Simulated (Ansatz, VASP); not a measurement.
**One calculation of TiB, two programs**

The input INCAR:

```
SYSTEM = TiB
ALGO     = Normal         ! electronic algorithm
EDIFF    = 1E-8           ! SCF threshold, eV
ENCUT    = 520            ! plane-wave cutoff, eV
GGA      = CA             ! functional
ISIF     = 2              ! what is computed and relaxed
ISMEAR   = -1             ! smearing method
LASPH    = .TRUE.         ! aspherical terms in the spheres
LCHARG   = .FALSE.        ! write CHGCAR
LEFG     = .TRUE.       
LREAL    = .FALSE.        ! projectors in reciprocal space
LWAVE    = .FALSE.        ! write WAVECAR
NBANDS   = 14             ! bands
NELM     = 80             ! most SCF steps
PREC     = Accurate       ! precision mode
SIGMA    = 0.05           ! smearing width, eV
```

Contents of KPOINTS:

```
k-points
0
G
  13 13 13
  0 0 0
```

POSCAR

```
TiB
1.0
    0.0000000000      2.0939731917      2.0939731917
    2.0939731917      0.0000000000      2.0939731917
    2.0939731917      2.0939731917      0.0000000000
Ti B
1 1
Direct
    0.7500000000      0.7500000000      0.7500000000
    0.0000000000      0.0000000000      0.0000000000
```

Input for Ansatz:

```yaml
crystal:
  lattice:
    - [0.0, 2.0939731917, 2.0939731917]
    - [2.0939731917, 0.0, 2.0939731917]
    - [2.0939731917, 2.0939731917, 0.0]
  atoms:
    - { symbol: Ti, position: [0.75, 0.75, 0.75] }
    - { symbol: B, position: [0.0, 0.0, 0.0] }
kpoints:
  mp_grid: { grid: [13, 13, 13] }
scf:
  occupations: { method: fermi_dirac, width: 0.05 }
hamiltonian:
  xc: lda
  pseudopotentials: { kind: paw }
output:
  forces: true
  stress: true
  eigenvalues: true
  efg: { contact_densities: true }
```

Change from the starting cell: volume scaled by 0.99, PAW files.

Alike in both runs: task electric field gradients; functional LDA; k mesh 13 × 13 × 13; occupations fermi-dirac, width 0.05 eV; no spin polarisation.

|  | VASP | Ansatz |
| --- | --- | --- |
| version | VASP 6.6.1 | Ansatz 0.2.0 |
| potentials or method | VASP PAW LDA potentials, release 64 (Ti_sv, B) | PAW with Ansatz's default frozen-core files, scalar-relativistic |
| plane-wave cutoff (eV) | 520 | 420 |
| valence electrons in the cell | 15 | 15 |

Ansatz gave:

| Item | Value |
| --- | --- |
| pressure (GPa) | 109.5 |
| Vzz of the field gradient on the site that differs most (V/Å²) | 0.0 |

Which values does VASP return?

Pressure (GPa): 109.8; Vzz of the field gradient on the site that differs most (V/Å²): 0.0.

Caveats: the cell as given lies far from equilibrium; so large a pressure means that the cell lies far from this level's equilibrium, or that cutoff or potentials fall short (VASP).
